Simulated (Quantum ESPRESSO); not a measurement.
# MoS2 (R3m) in Quantum ESPRESSO: runs at scaled volumes

Single points of MoS2 at other volumes, in PBE.

All numbers are computed with Quantum ESPRESSO 7.5; they aren't measurements. Logs are shortened: lines on timing, memory, paths and dates and some standing lists are left out, and cuts for length are marked.

## Step 1: The structure

Symmetry: R3m, No. 160, trigonal system. Conventional cell: a = 3.160 Å, b = 3.160 Å, c = 18.450 Å, α = 90.00°, β = 90.00°, γ = 120.00°. Around Mo (site symmetry 3m) lie 6 S at 2.39 Å. S (site symmetry 3m) is surrounded by 3 Mo at 2.39 Å. S (site symmetry 3m) has 3 Mo at 2.39 Å as nearest neighbours.

Measurements of this composition are mostly on another form, of space group No. 194.

## Step 2: Single point, PBE, 16.66 Å³/atom

File pw.in:

```
&CONTROL
  calculation = 'scf'
  prefix = 'pwscf'
  outdir = './tmp'
  pseudo_dir = './pseudo'
  tprnfor = .true.
  tstress = .true.
  disk_io = 'nowf'
/
&SYSTEM
  ibrav = 0
  nat = 3
  ntyp = 2
  ecutwfc = 60
  ecutrho = 440
  nbnd = 20
  occupations = 'smearing'
  smearing = 'fd'
  degauss = 0.00367493
/
&ELECTRONS
  conv_thr = 6d-10
  electron_maxstep = 120
  mixing_beta = 0.5
/
ATOMIC_SPECIES
Mo    95.9500 Mo_ONCV_PBE-1.0.oncvpsp.upf
S     32.0600 s_pbe_v1.4.uspp.F.UPF
CELL_PARAMETERS angstrom
   1.5477460518    0.8935915996    6.0244545686
  -1.5477460518    0.8935915996    6.0244545686
   0.0000000000   -1.7871831992    6.0244545686
ATOMIC_POSITIONS crystal
Mo     0.0000000000    0.0000000000    0.0000000000
S      0.4170000000    0.4170000000    0.4170000000
S      0.2500000000    0.2500000000    0.2500000000
K_POINTS automatic
10 10 10 0 0 0
```

Potentials or basis: SSSP 1.3 efficiency PBE.

Command:

```
OMP_NUM_THREADS=2 pw.x -in pw.in > pw.out
```

pw.out:

```text
This program is part of the open-source Quantum ESPRESSO suite
     for quantum simulation of materials; please cite
[... 6 lines left out ...]
     using ibrav=0 with symmetry is DISCOURAGED, use correct ibrav instead

     Subspace diagonalization in iterative solution of the eigenvalue problem:
     a serial algorithm will be used

     G-vector sticks info
     --------------------
     sticks:   dense  smooth     PW     G-vecs:    dense   smooth      PW
     Sum        2367    1287    425                52739    21195    3981

     Using Slab Decomposition

     bravais-lattice index     =            0
     lattice parameter (alat)  =      11.8750  a.u.
     unit-cell volume          =     337.3684 (a.u.)^3
     number of atoms/cell      =            3
     number of atomic types    =            2
     number of electrons       =        26.00
     number of Kohn-Sham states=           20
     kinetic-energy cutoff     =      60.0000  Ry
     charge density cutoff     =     440.0000  Ry
     scf convergence threshold =      6.0E-10
     mixing beta               =       0.5000
     number of iterations used =            8  plain     mixing
     Exchange-correlation=  SLA  PW   PBX  PBC
                           (   1   4   3   4   0   0   0)

     celldm(1)=  11.874952  celldm(2)=   0.000000  celldm(3)=   0.000000
     celldm(4)=   0.000000  celldm(5)=   0.000000  celldm(6)=   0.000000

     crystal axes: (cart. coord. in units of alat)
               a(1) = (   0.246301   0.142202   0.958704 )
               a(2) = (  -0.246301   0.142202   0.958704 )
               a(3) = (   0.000000  -0.284404   0.958704 )

     reciprocal axes: (cart. coord. in units 2 pi/alat)
               b(1) = (  2.030034  1.172041  0.347691 )
               b(2) = ( -2.030034  1.172041  0.347691 )
               b(3) = (  0.000000 -2.344081  0.347691 )

     PseudoPot. # 1 for Mo read from file:
     Mo_ONCV_PBE-1.0.oncvpsp.upf
     Pseudo is Norm-conserving, Zval = 14.0
     Generated using ONCVPSP code by D. R. Hamann
     Using radial grid of 1526 points,  6 beta functions with:
                l(1) =   0
                l(2) =   0
                l(3) =   1
                l(4) =   1
                l(5) =   2
                l(6) =   2

     PseudoPot. # 2 for S  read from file:
     s_pbe_v1.4.uspp.F.UPF
     Pseudo is Ultrasoft + core correction, Zval =  6.0
     Generated by new atomic code, or converted to UPF format
     Using radial grid of  907 points,  6 beta functions with:
                l(1) =   0
                l(2) =   0
                l(3) =   1
                l(4) =   1
                l(5) =   2
                l(6) =   2
     Q(r) pseudized with  8 coefficients,  rinner =    1.300   1.300   1.300
                                                       1.300   1.300

     atomic species   valence    mass     pseudopotential
     Mo               14.00    95.95000     Mo( 1.00)
     S                 6.00    32.06000     S ( 1.00)

      6 Sym. Ops. (no inversion) found

   Cartesian axes

     site n.     atom                  positions (alat units)
         1        Mo     tau(   1) = (   0.0000000   0.0000000   0.0000000  )
         2        S      tau(   2) = (   0.0000000   0.0000000   1.1993393  )
         3        S      tau(   3) = (   0.0000000   0.0000000   0.7190283  )

     number of k points=   116  Fermi-Dirac smearing, width (Ry)=  0.0037

     Number of k-points >= 100: set verbosity='high' to print them.

     Dense  grid:    52739 G-vectors     FFT dimensions: (  80,  80,  80)

     Smooth grid:    21195 G-vectors     FFT dimensions: (  60,  60,  60)

     Initial potential from superposition of free atoms

     starting charge      25.9989, renormalised to      26.0000
     Starting wfcs are   18 randomized atomic wfcs +    2 random wfcs

     Self-consistent Calculation

     iteration #  1     ecut=    60.00 Ry     beta= 0.50
     Davidson diagonalization with overlap
     ethr =  1.00E-02,  avg # of iterations =  5.2

     Threshold (ethr) on eigenvalues was too large:
     Diagonalizing with lowered threshold

     Davidson diagonalization with overlap
     ethr =  5.19E-04,  avg # of iterations =  2.2

     total energy              =    -185.47292743 Ry
     estimated scf accuracy    <       0.14476526 Ry

     iteration #  2     ecut=    60.00 Ry     beta= 0.50
     Davidson diagonalization with overlap
     ethr =  5.57E-04,  avg # of iterations =  3.2

     total energy              =    -185.47830201 Ry
     estimated scf accuracy    <       0.19089737 Ry

     iteration #  3     ecut=    60.00 Ry     beta= 0.50
     Davidson diagonalization with overlap
     ethr =  5.57E-04,  avg # of iterations =  2.0

     total energy              =    -185.51464053 Ry
     estimated scf accuracy    <       0.02113383 Ry

     iteration #  4     ecut=    60.00 Ry     beta= 0.50
     Davidson diagonalization with overlap
     ethr =  8.13E-05,  avg # of iterations =  2.2

     total energy              =    -185.51733847 Ry
     estimated scf accuracy    <       0.00071396 Ry

     iteration #  5     ecut=    60.00 Ry     beta= 0.50
     Davidson diagonalization with overlap
     ethr =  2.75E-06,  avg # of iterations =  6.1

     total energy              =    -185.51740680 Ry
     estimated scf accuracy    <       0.00002760 Ry

     iteration #  6     ecut=    60.00 Ry     beta= 0.50
     Davidson diagonalization with overlap
     ethr =  1.06E-07,  avg # of iterations =  3.2

     total energy              =    -185.51741782 Ry
     estimated scf accuracy    <       0.00000338 Ry

     iteration #  7     ecut=    60.00 Ry     beta= 0.50
     Davidson diagonalization with overlap
     ethr =  1.30E-08,  avg # of iterations =  3.1

     total energy              =    -185.51741864 Ry
     estimated scf accuracy    <       0.00000058 Ry

     iteration #  8     ecut=    60.00 Ry     beta= 0.50
     Davidson diagonalization with overlap
     ethr =  2.24E-09,  avg # of iterations =  3.0

     total energy              =    -185.51741883 Ry
     estimated scf accuracy    <       0.00000009 Ry

     iteration #  9     ecut=    60.00 Ry     beta= 0.50
     Davidson diagonalization with overlap
     ethr =  3.55E-10,  avg # of iterations =  2.4

     total energy              =    -185.51741885 Ry
     estimated scf accuracy    <          3.8E-09 Ry

     iteration # 10     ecut=    60.00 Ry     beta= 0.50
     Davidson diagonalization with overlap
     ethr =  1.47E-11,  avg # of iterations =  3.4

     End of self-consistent calculation

     Number of k-points >= 100: set verbosity='high' to print the bands.

     the Fermi energy is    12.6659 ev

!    total energy              =    -185.51741885 Ry
     estimated scf accuracy    <          1.8E-10 Ry
     smearing contrib. (-TS)   =      -0.00000009 Ry
     internal energy E=F+TS    =    -185.51741876 Ry

     The total energy is F=E-TS. E is the sum of the following terms:
     one-electron contribution =     -86.13699438 Ry
     hartree contribution      =      54.85902671 Ry
     xc contribution           =     -32.81021079 Ry
     ewald contribution        =    -121.42924030 Ry

     convergence has been achieved in  10 iterations

     Forces acting on atoms (cartesian axes, Ry/au):

     atom    1 type  1   force =     0.00000000    0.00000000    0.00384501
     atom    2 type  2   force =     0.00000000    0.00000000    0.06161624
     atom    3 type  2   force =    -0.00000000   -0.00000000   -0.06546124

     Total force =     0.089981     Total SCF correction =     0.000061

     Computing stress (Cartesian axis) and pressure

          total   stress  (Ry/bohr**3)                   (kbar)     P=      168.36
   0.00106234   0.00000000   0.00000000          156.28        0.00        0.00
   0.00000000   0.00106234  -0.00000000            0.00      156.28       -0.00
   0.00000000   0.00000000   0.00130885            0.00        0.00      192.54

=------------------------------------------------------------------------------=
   JOB DONE.
=------------------------------------------------------------------------------=
```

Wall time 6.1 min (2 threads of AMD EPYC 9R14 (Zen 4), shared host); peak memory 0.34 GiB.

What came out:

| Quantity | Value |
| --- | --- |
| Free energy | -2524.0931 eV |
| Pressure | 16.8 GPa |
| Largest force | 1.683 eV/Å |
| Band gap on the k mesh | 0.90 eV, indirect (least direct gap 2.13 eV) |

Caveat: forces of over 1 eV/Å show positions far from the minimum, so gaps and moduli don't describe the material at rest.

## Step 3: Single point, PBE, 17.02 Å³/atom

pw.in: that of step 2 with these lines changed.

```diff
@@ -29,5 +29,5 @@
 CELL_PARAMETERS angstrom
-   1.5477460518    0.8935915996    6.0244545686
-  -1.5477460518    0.8935915996    6.0244545686
-   0.0000000000   -1.7871831992    6.0244545686
+   1.5586460310    0.8998847055    6.0668817029
+  -1.5586460310    0.8998847055    6.0668817029
+   0.0000000000   -1.7997694111    6.0668817029
 ATOMIC_POSITIONS crystal
```

Potentials or basis: SSSP 1.3 efficiency PBE.

Command:

```
OMP_NUM_THREADS=2 pw.x -in pw.in > pw.out
```

Run time: 5.1 min. Hardware: 2 threads of AMD EPYC 9R14 (Zen 4), shared host; peak memory 0.35 GiB.

Results (log left out):

```yaml
Free_energy: -2524.1906 eV
Pressure: 12.6 GPa
Largest_force: 1.266 eV/Å
Band_gap_on_the_k_mesh: 0.92 eV, indirect (least direct gap 2.07 eV)
```

Caveat: forces of over 1 eV/Å show positions far from the minimum, so gaps and moduli don't describe the material at rest.
